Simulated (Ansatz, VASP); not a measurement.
**One calculation of ZnSe (Stilleite), two programs**

The input INCAR:

```
SYSTEM = ZnSe
  AGGAC = 1.0
  AGGAX = 1.0
  ALDAC = 0.0
  ALDAX = 1.0
  ALGO = Normal
  EDIFF = 1E-6
  ENCUT = 520
  GGA = B5
  ISIF = 2
  ISMEAR = -1
  ISPIN = 2
  LASPH = .TRUE.
  LCHARG = .TRUE.
  LELF = .TRUE.
  LORBIT = 11
  LREAL = .FALSE.
  LVHAR = .TRUE.
  LWAVE = .FALSE.
  MAGMOM = 0.5 0
  NBANDS = 20
  NELM = 150
  PREC = Accurate
  SIGMA = 0.1
```

KPOINTS

```
k-points
0
G
  8 8 8
  0 0 0
```

The input POSCAR:

```
ZnSe
1.0
    0.0000000000      2.8338000000      2.8338000000
    2.8338000000      0.0000000000      2.8338000000
    2.8338000000      2.8338000000      0.0000000000
Se Zn
1 1
Direct
    0.7500000000      0.7500000000      0.7500000000
    0.0000000000      0.0000000000      0.0000000000
```

File input.yaml:

```yaml
crystal:
  lattice:
    - [0.0, 2.8338, 2.8338]
    - [2.8338, 0.0, 2.8338]
    - [2.8338, 2.8338, 0.0]
  atoms:
    - { symbol: Se, position: [0.75, 0.75, 0.75], spin: 0.5 }
    - { symbol: Zn, position: [0.0, 0.0, 0.0] }
hamiltonian:
  xc: blyp
  pseudopotentials: { kind: paw, source: jth }
magnetization:
  spin_polarized: true
kpoints:
  mp_grid: { grid: [8, 8, 8] }
scf:
  occupations: { method: fermi_dirac, width: 0.1 }
output:
  forces: true
  stress: true
  eigenvalues: true
```

Alike in both runs: task single point; functional BLYP; k mesh 8 × 8 × 8; occupations fermi-dirac, width 0.1 eV; collinear spin.

|  | VASP | Ansatz |
| --- | --- | --- |
| version | VASP 6.6.1 | Ansatz 0.2.0 |
| potentials or method | VASP PAW PBE potentials, release 64 (Se, Zn) | JTH PAW |
| plane-wave cutoff (eV) | 520 | 1080 |
| valence electrons in the cell | 18 | 18 |

Ansatz gave:

| Item | Value |
| --- | --- |
| gap on the k mesh at the Fermi level (eV) | 1.25 |
| least direct gap on the mesh (eV) | 1.25 |
| pressure (GPa) | 5.6 |
| net moment per atom (μB) | 0.00 |

Question: What did VASP give for the same quantities?

Answer: gap on the k mesh at the Fermi level (eV): 1.27; least direct gap on the mesh (eV): 1.27; pressure (GPa): 5.8; net moment per atom (μB): 0.00.

Caveats: the PAW data sets were made with another functional, which shifts forces and pressure a little (VASP); the starting moments weren't kept (Ansatz).
